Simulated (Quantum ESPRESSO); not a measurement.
# GaN (F-43m) in Quantum ESPRESSO: further runs

One crystal, GaN, is run at these levels: PBE; tasks: phonons.

Program: Quantum ESPRESSO 7.5. These are calculated values, not measurements. Logs are shortened: lines on timing, memory, paths and dates and some standing lists are left out, and cuts for length are marked.

**1. Starting point**

Symmetry: F-43m, No. 216, cubic system. The conventional cell has a = 4.507 Å, b = 4.507 Å, c = 4.507 Å, α = 90.00°, β = 90.00°, γ = 90.00°. Ga (site symmetry -43m) is surrounded by 4 N at 1.95 Å. N (site symmetry -43m) is surrounded by 4 Ga at 1.95 Å.

The cell is a database's computed one.

**2. Phonons, PBE, target pressure 10 GPa, at which the enthalpy is minimised**

Input file pw.in:

```
&CONTROL
  calculation = 'scf'
  prefix = 'pwscf'
  outdir = './tmp'
  pseudo_dir = './pseudo'
  tprnfor = .true.
  tstress = .true.
  disk_io = 'low'
/
&SYSTEM
  ibrav = 0
  A = 3.18693112
  nat = 2
  ntyp = 2
  ecutwfc = 45
  ecutrho = 360
  nbnd = 19
  occupations = 'smearing'
  smearing = 'fd'
  degauss = 0.00367493
/
&ELECTRONS
  conv_thr = 4d-10
  electron_maxstep = 120
  mixing_beta = 0.5
/
ATOMIC_SPECIES
Ga    69.7230 ga_pbe_v1.4.uspp.F.UPF
N     14.0070 n_pbe_v1.2.uspp.F.UPF
CELL_PARAMETERS alat
   0.0000000000    0.7071067816    0.7071067816
   0.7071067816    0.0000000000    0.7071067816
   0.7071067816    0.7071067816    0.0000000000
ATOMIC_POSITIONS alat
Ga     0.0000000000    0.0000000000    0.0000000000
N      0.3535533908    0.3535533908    0.3535533908
K_POINTS automatic
8 8 8 1 1 1
```

Input file relax.in:

```
&CONTROL
  calculation = 'vc-relax'
  prefix = 'pwscf'
  outdir = './tmp'
  pseudo_dir = './pseudo'
  tprnfor = .true.
  tstress = .true.
  disk_io = 'low'
  nstep = 40
  forc_conv_thr = 0.0001
  etot_conv_thr = 1d-06
/
&SYSTEM
  ibrav = 0
  A = 3.18693112
  nat = 2
  ntyp = 2
  ecutwfc = 45
  ecutrho = 360
  nbnd = 19
  occupations = 'smearing'
  smearing = 'fd'
  degauss = 0.00367493
/
&ELECTRONS
  conv_thr = 4d-10
  electron_maxstep = 120
  mixing_beta = 0.5
/
&IONS
  ion_dynamics = 'bfgs'
/
&CELL
  cell_dynamics = 'bfgs'
  press = 100
  press_conv_thr = 0.2
/
ATOMIC_SPECIES
Ga    69.7230 ga_pbe_v1.4.uspp.F.UPF
N     14.0070 n_pbe_v1.2.uspp.F.UPF
CELL_PARAMETERS alat
   0.0000000000    0.7071067816    0.7071067816
   0.7071067816    0.0000000000    0.7071067816
   0.7071067816    0.7071067816    0.0000000000
ATOMIC_POSITIONS alat
Ga     0.0000000000    0.0000000000    0.0000000000
N      0.3535533908    0.3535533908    0.3535533908
K_POINTS automatic
8 8 8 1 1 1
```

Input file gamma.in:

```
&CONTROL
  calculation = 'bands'
  prefix = 'pwscf'
  outdir = './tmp'
  pseudo_dir = './pseudo'
  disk_io = 'low'
  verbosity = 'high'
/
&SYSTEM
  ibrav = 0
  A = 3.15967802
  nat = 2
  ntyp = 2
  ecutwfc = 45
  ecutrho = 360
  nbnd = 19
  occupations = 'smearing'
  smearing = 'fd'
  degauss = 0.00367493
/
&ELECTRONS
  conv_thr = 1d-08
  electron_maxstep = 120
  mixing_beta = 0.5
  diago_full_acc = .true.
/
ATOMIC_SPECIES
Ga    69.7230 ga_pbe_v1.4.uspp.F.UPF
N     14.0070 n_pbe_v1.2.uspp.F.UPF
CELL_PARAMETERS alat
   0.0000000000    0.7071067804    0.7071067804
   0.7071067804    0.0000000000    0.7071067804
   0.7071067804    0.7071067804    0.0000000000
ATOMIC_POSITIONS alat
Ga     0.0000000000    0.0000000000    0.0000000000
N      0.3535533902    0.3535533902    0.3535533902
K_POINTS crystal
1
0.0 0.0 0.0 1
```

Input file scf2.in:

```
&CONTROL
  calculation = 'scf'
  prefix = 'pwscf'
  outdir = './tmp'
  pseudo_dir = './pseudo'
  tprnfor = .true.
  tstress = .true.
  disk_io = 'low'
/
&SYSTEM
  ibrav = 0
  A = 3.15967802
  nat = 2
  ntyp = 2
  ecutwfc = 45
  ecutrho = 360
  nbnd = 19
  occupations = 'fixed'
/
&ELECTRONS
  conv_thr = 1d-13
  electron_maxstep = 120
  mixing_beta = 0.5
  startingpot = 'file'
/
ATOMIC_SPECIES
Ga    69.7230 ga_pbe_v1.4.uspp.F.UPF
N     14.0070 n_pbe_v1.2.uspp.F.UPF
CELL_PARAMETERS alat
   0.0000000000    0.7071067804    0.7071067804
   0.7071067804    0.0000000000    0.7071067804
   0.7071067804    0.7071067804    0.0000000000
ATOMIC_POSITIONS alat
Ga     0.0000000000    0.0000000000    0.0000000000
N      0.3535533902    0.3535533902    0.3535533902
K_POINTS automatic
8 8 8 1 1 1
```

Input file ph.in:

```
phonons of GaN
&INPUTPH
  prefix = 'pwscf'
  outdir = './tmp'
  tr2_ph = 1d-16
  fildyn = 'dyn'
  niter_ph = 60
  alpha_mix(1) = 0.7
  epsil = True
/
0.0000000000 0.0000000000 0.0000000000
```

Input file dynmat.in:

```
&INPUT
  fildyn = 'dyn'
  asr = 'crystal'
  lperm = .true.
  filout = 'dynmat.disp'
  fileig = 'dynmat.eig'
/
```

Input file dynmat_lo.in:

```
&INPUT
  fildyn = 'dyn'
  asr = 'crystal'
  filout = 'dynmat_lo.disp'
  fileig = 'dynmat_lo.eig'
  q(1) = 0
  q(2) = 0
  q(3) = 1
/
```

Potentials or basis: GBRV 1.5 PBE.

Run with:

```bash
> OMP_NUM_THREADS=1 pw.x -in pw.in > pw.out
> OMP_NUM_THREADS=1 pw.x -in relax.in > relax.out
> OMP_NUM_THREADS=1 pw.x -in gamma.in > gamma.out
> OMP_NUM_THREADS=1 pw.x -in scf2.in > scf2.out
> OMP_NUM_THREADS=1 ph.x -in ph.in > ph.out
> OMP_NUM_THREADS=1 dynmat.x -in dynmat.in > dynmat.out
> OMP_NUM_THREADS=1 dynmat.x -in dynmat_lo.in > dynmat_lo.out
```

pw.out:

```text
This program is part of the open-source Quantum ESPRESSO suite
     for quantum simulation of materials; please cite
[... 9 lines left out ...]
     --------------------
     sticks:   dense  smooth     PW     G-vecs:    dense   smooth      PW
     Sum         913     439    151                17933     6231    1243

     Using Slab Decomposition

     bravais-lattice index     =            0
     lattice parameter (alat)  =       6.0224  a.u.
     unit-cell volume          =     154.4542 (a.u.)^3
     number of atoms/cell      =            2
     number of atomic types    =            2
     number of electrons       =        24.00
     number of Kohn-Sham states=           19
     kinetic-energy cutoff     =      45.0000  Ry
     charge density cutoff     =     360.0000  Ry
     scf convergence threshold =      4.0E-10
     mixing beta               =       0.5000
     number of iterations used =            8  plain     mixing
     Exchange-correlation= SLA  PW   PBE  PBE
                           (   1   4   3   4   0   0   0)

     celldm(1)=   6.022427  celldm(2)=   0.000000  celldm(3)=   0.000000
     celldm(4)=   0.000000  celldm(5)=   0.000000  celldm(6)=   0.000000

     crystal axes: (cart. coord. in units of alat)
               a(1) = (   0.000000   0.707107   0.707107 )
               a(2) = (   0.707107   0.000000   0.707107 )
               a(3) = (   0.707107   0.707107   0.000000 )

     reciprocal axes: (cart. coord. in units 2 pi/alat)
               b(1) = ( -0.707107  0.707107  0.707107 )
               b(2) = (  0.707107 -0.707107  0.707107 )
               b(3) = (  0.707107  0.707107 -0.707107 )

     PseudoPot. # 1 for Ga read from file:
     ga_pbe_v1.4.uspp.F.UPF
     Pseudo is Ultrasoft + core correction, Zval = 19.0
     Generated by new atomic code, or converted to UPF format
     Using radial grid of  871 points,  6 beta functions with:
                l(1) =   0
                l(2) =   0
                l(3) =   1
                l(4) =   1
                l(5) =   2
                l(6) =   2
     Q(r) pseudized with  8 coefficients,  rinner =    1.250   1.250   1.250
                                                       1.250   1.250

     PseudoPot. # 2 for N  read from file:
     n_pbe_v1.2.uspp.F.UPF
     Pseudo is Ultrasoft + core correction, Zval =  5.0
     Generated by new atomic code, or converted to UPF format
     Using radial grid of  729 points,  4 beta functions with:
                l(1) =   0
                l(2) =   0
                l(3) =   1
                l(4) =   1
     Q(r) pseudized with  8 coefficients,  rinner =    0.900   0.900   0.900

     atomic species   valence    mass     pseudopotential
     Ga               19.00    69.72300     Ga( 1.00)
     N                 5.00    14.00700     N ( 1.00)

     24 Sym. Ops. (no inversion) found

   Cartesian axes

     site n.     atom                  positions (alat units)
         1        Ga     tau(   1) = (   0.0000000   0.0000000   0.0000000  )
         2        N      tau(   2) = (   0.3535534   0.3535534   0.3535534  )

     number of k points=    60  Fermi-Dirac smearing, width (Ry)=  0.0037
                       cart. coord. in units 2pi/alat
        k(    1) = (   0.0441942   0.0441942   0.0441942), wk =   0.0078125
        k(    2) = (   0.1325825   0.1325825  -0.0441942), wk =   0.0234375
        k(    3) = (   0.2209709   0.2209709  -0.1325825), wk =   0.0234375
        k(    4) = (   0.3093592   0.3093592  -0.2209709), wk =   0.0234375
        k(    5) = (  -0.3093592  -0.3093592   0.3977476), wk =   0.0234375
        k(    6) = (  -0.2209709  -0.2209709   0.3093592), wk =   0.0234375
[... 52 lines left out ...]
        k(   59) = (   0.3093592   0.3093592   0.3093592), wk =   0.0078125
        k(   60) = (  -0.3093592  -0.3093592   0.9280776), wk =   0.0234375

     Dense  grid:    17933 G-vectors     FFT dimensions: (  40,  40,  40)

     Smooth grid:     6231 G-vectors     FFT dimensions: (  25,  25,  25)

     Initial potential from superposition of free atoms

     starting charge      23.0000, renormalised to      24.0000
     Starting wfcs are   16 randomized atomic wfcs +    3 random wfcs

     Self-consistent Calculation

     iteration #  1     ecut=    45.00 Ry     beta= 0.50
     Davidson diagonalization with overlap
     ethr =  1.00E-02,  avg # of iterations =  5.5

     total energy              =    -432.92338104 Ry
     estimated scf accuracy    <       5.57071115 Ry

     iteration #  2     ecut=    45.00 Ry     beta= 0.50
     Davidson diagonalization with overlap
     ethr =  1.00E-02,  avg # of iterations =  2.0
[... 50 lines left out ...]
     total energy              =    -435.54855325 Ry
     estimated scf accuracy    <          1.1E-09 Ry

     iteration # 10     ecut=    45.00 Ry     beta= 0.50
     Davidson diagonalization with overlap
     ethr =  4.73E-12,  avg # of iterations =  2.2

     End of self-consistent calculation

          k = 0.0442 0.0442 0.0442 (   785 PWs)   bands (ev):

   -81.8683 -81.8678 -81.8678  -5.0570  -2.5822  -2.5822  -2.5736  -2.2661
    -2.2661  10.3116  10.7861  10.7861  12.9934  20.9292  21.2188  21.2188
    28.5953  28.8311  28.8311

          k = 0.1326 0.1326-0.0442 (   794 PWs)   bands (ev):

   -81.8687 -81.8682 -81.8682  -4.8417  -2.5596  -2.5509  -2.4828  -2.2751
    -2.2583   8.8348  10.3099  10.6934  14.1382  20.1554  21.4562  21.4715
    26.9847  27.3866  29.3091
[... 145 lines left out ...]
          k =-0.6629 0.0442 0.0442 (   781 PWs)   bands (ev):

   -81.8690 -81.8689 -81.8687  -4.0103  -2.4963  -2.2928  -2.2886  -2.1918
    -0.6244   4.7881   7.9663   8.1833  14.3975  17.6218  22.4537  24.6669
    24.6719  32.7741  35.1125

          k =-0.5745 0.1326-0.0442 (   782 PWs)   bands (ev):

   -81.8691 -81.8687 -81.8686  -4.0429  -2.4689  -2.3545  -2.3114  -2.2031
    -0.8582   5.2066   7.8081   8.3187  15.2530  18.0946  21.7786  23.8379
    24.7015  33.1205  33.4833

          k =-0.4861 0.2210-0.1326 (   789 PWs)   bands (ev):

   -81.8691 -81.8688 -81.8688  -4.1064  -2.4730  -2.4129  -2.3257  -2.2152
    -1.0367   4.9921   8.0652   9.0214  16.5203  18.4317  20.8483  22.8059
    25.4998  31.1655  32.0858

          k =-0.4861 0.0442 0.0442 (   787 PWs)   bands (ev):

   -81.8690 -81.8687 -81.8687  -4.1292  -2.4571  -2.3618  -2.3610  -2.2056
    -1.4468   5.9747   8.5393   8.6725  15.1422  17.8600  21.8143  23.7708
    24.0029  33.1951  33.2079

          k =-0.3977 0.1326-0.0442 (   793 PWs)   bands (ev):

   -81.8693 -81.8687 -81.8684  -4.2546  -2.4612  -2.4355  -2.3705  -2.2214
    -1.7664   6.4386   8.7596   9.3111  15.9160  18.3346  21.0810  22.9436
    24.3210  31.1940  32.3704

          k =-0.3094 0.0442 0.0442 (   795 PWs)   bands (ev):

   -81.8690 -81.8684 -81.8684  -4.4999  -2.4869  -2.4752  -2.4051  -2.2343
    -2.1820   7.7178   9.6193   9.6231  15.3275  18.6328  21.9771  22.4571
    23.5301  31.1291  31.5978
[... 163 lines left out ...]
          k =-0.3094-0.3094 0.9281 (   788 PWs)   bands (ev):

   -81.8692 -81.8688 -81.8686  -4.1418  -2.4955  -2.4687  -2.2467  -2.2271
    -0.9263   4.0414   8.8994   9.6661  16.3482  18.7128  21.1476  21.6689
    27.4091  29.8596  29.8729

     the Fermi energy is    11.8779 ev

!    total energy              =    -435.54855325 Ry
     estimated scf accuracy    <          2.3E-11 Ry
     smearing contrib. (-TS)   =      -0.00000000 Ry
     internal energy E=F+TS    =    -435.54855325 Ry

     The total energy is F=E-TS. E is the sum of the following terms:
     one-electron contribution =    -337.19529674 Ry
     hartree contribution      =     181.40866716 Ry
     xc contribution           =     -54.08092568 Ry
     ewald contribution        =    -225.68099800 Ry

     convergence has been achieved in  10 iterations

     Forces acting on atoms (cartesian axes, Ry/au):

     atom    1 type  1   force =    -0.00000000   -0.00000000    0.00000000
     atom    2 type  2   force =     0.00000000    0.00000000   -0.00000000

     Total force =     0.000000     Total SCF correction =     0.000000

     Computing stress (Cartesian axis) and pressure

          total   stress  (Ry/bohr**3)                   (kbar)     P=       46.50
   0.00031610   0.00000000   0.00000000           46.50        0.00        0.00
   0.00000000   0.00031610   0.00000000            0.00       46.50        0.00
   0.00000000   0.00000000   0.00031610            0.00        0.00       46.50

=------------------------------------------------------------------------------=
   JOB DONE.
=------------------------------------------------------------------------------=
```

Wall time 5.1 min (1 thread of Arm Neoverse V2, shared host); peak memory 0.11 GiB.

Results:

```yaml
Free_energy: -5925.9105 eV
Relaxed_volume: 11.15 Å³/atom
Relaxed_cell: a = 3.160 Å, b = 3.160 Å, c = 3.160 Å, α = 60.00°, β = 60.00°, γ = 60.00°
Space_group_after_relaxing_to_0.05_Å: F-43m (No. 216)
Pressure_after_relaxing: 9.9 GPa
Electronic_dielectric_tensor_diagonal: 5.75
Born_charges_mean_of_the_diagonal: Ga +2.67; N -2.66 e
Highest_phonon_frequency_at_Γ_LO-TO_splitting_left_out: 559 cm⁻¹
Static_dielectric_tensor_diagonal: 10.05
```

Step by step:
```tsv
step	energy change (eV)	largest force (eV/Å)	pressure (GPa)	volume (Å³)
1	0.0000	0.0000	4.65	22.89
2	0.0287	0.0000	10.38	22.27
3	0.0261	0.0000	9.96	22.31
4	0.0264	0.0000	10.00	22.31
```

Final structure:
```xyz
2
Lattice="0.0000 2.2342 2.2342 2.2342 0.0000 2.2342 2.2342 2.2342 0.0000" Properties=species:S:1:pos:R:3 pbc="T T T"
Ga    0.0000    0.0000    0.0000
N     1.1171    1.1171    1.1171
```

Phonon frequencies in cm⁻¹ (negative: imaginary):
```
              q point        frequencies
(0.000, 0.000, 0.000)  4 4 4 559 559 559
```

Electronic dielectric tensor:
```
5.75 0.00 0.00
0.00 5.75 0.00
0.00 0.00 5.75
```

Born effective charge tensors (e):
atom 1, Ga
```
2.67 0.00 0.00
0.00 2.67 0.00
0.00 0.00 2.67
```
atom 2, N
```
-2.66  0.00  0.00
 0.00 -2.66  0.00
 0.00  0.00 -2.66
```

Optical modes at Γ, degenerate ones joined, polar ones without the macroscopic field:
```tsv
cm⁻¹	components	symmetry	active in	IR intensity, summed ((D/Å)²/amu)
559	3	T2	IR and Raman	42.15
```

Zone-centre frequencies without and with the macroscopic field along z (cm⁻¹):
```csv
,optical modes in rising order
without,559 559 559
with the field,559 559 739
```

Static dielectric tensor, electrons and zone-centre modes:
```
10.05  0.00  0.00
 0.00 10.05  0.00
 0.00  0.00 10.05
```

Caveat: the cell is more than 3 GPa from zero pressure, which shifts response properties.

[end of part 1 of 3]
